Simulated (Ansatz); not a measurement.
# C: the cost of one run

Program: Ansatz 0.2.0. Level of theory: DFT PBEsol, scalar-relativistic, plane waves, PAW. These are calculated values, not measurements.

3 further runs of the same task are left out: 2 that didn't finish, 1 set aside as unsound or not needed.

### Step 1. The starting structure

The structure is cubic, space group Fd-3m (No. 227). The conventional cell has a = 3.554 Å, b = 3.554 Å, c = 3.554 Å, α = 90.00°, β = 90.00°, γ = 90.00°. C (site symmetry -43m) is surrounded by 4 C at 1.54 Å.

Structure file:

```
CELL_PARAMETERS angstrom
0.00000 1.77690 1.77690
1.77690 0.00000 1.77690
1.77690 1.77690 0.00000
ATOMIC_POSITIONS crystal
C 0.50000 0.50000 0.50000
C 0.75000 0.75000 0.75000
```

This cell was relaxed beforehand with the same method: volume 5.61 Å³/atom, gap on the mesh 4.07 eV.

### Step 2. The slab

Planes are indexed in the bulk's conventional cell (Fd-3m (No. 227)), a = 3.554 Å, b = 3.554 Å, c = 3.554 Å, α = 90.00°, β = 90.00°, γ = 90.00°.

A (100) slab, 8.0 Å thick as cut, with 17 Å of vacuum; its outer planes are C (top) and C (bottom).

The slab as cut. Its planes from the bottom up:

```csv
plane,atoms per cell,height over the lowest (Å)
1,C,0.00
2,C,0.89
3,C,1.78
4,C,2.67
5,C,3.55
6,C,4.44
7,C,5.33
8,C,6.22
9,C,7.11
10,C,8.00
```

### Step 3. The clean surface, relaxed

Input file input.yaml:

```yaml
crystal:
  lattice:
    - [2.5129226041, 0.0, 0.0]
    - [0.0, 2.5129226041, 0.0]
    - [0.0, 0.0, 24.9960707628]
  atoms:
    - { symbol: C, position: [0.0, 0.5, 0.340053446] }
    - { symbol: C, position: [0.0, 0.0, 0.3755971247] }
    - { symbol: C, position: [0.5, 0.0, 0.4111408033] }
    - { symbol: C, position: [0.5, 0.5, 0.446684482] }
    - { symbol: C, position: [0.0, 0.5, 0.4822281607] }
    - { symbol: C, position: [0.0, 0.0, 0.5177718393] }
    - { symbol: C, position: [0.5, 0.0, 0.553315518] }
    - { symbol: C, position: [0.5, 0.5, 0.5888591967] }
    - { symbol: C, position: [0.0, 0.5, 0.6244028753] }
    - { symbol: C, position: [0.0, 0.0, 0.659946554] }
basis:
  ecutwfc: 420
kpoints:
  mp_grid: { grid: [11, 11, 1] }
hamiltonian:
  xc: pbesol
scf:
  occupations: { method: gaussian, width: 0.05 }
output:
  forces: true
  eigenvalues: true
  write_density: true
  write_potential: true
  elf: true
  volumetric_format: npy
relax:
  adjacent_minimum: "off"
  f_tol: 0.03
  max_steps: 70
  constraints: [{ sites: [0, 1, 2, 3, 4] }]
efield:
  axis: 3
  dipole_correction: true
  ramp_width: 0.04
```

Command:

```sh
$ ansatz run input.yaml --threads 1 --pin off --max-ram 2560MiB --backend cpu --events-out ev --progress --plain --runs-dir out
```

Q: Estimate wall time and peak memory on 1 thread of Intel Xeon Platinum 8259CL at 2.50GHz (Skylake/Cascade Lake), shared host.

About 2.8 min, with a peak of 0.49 GiB.
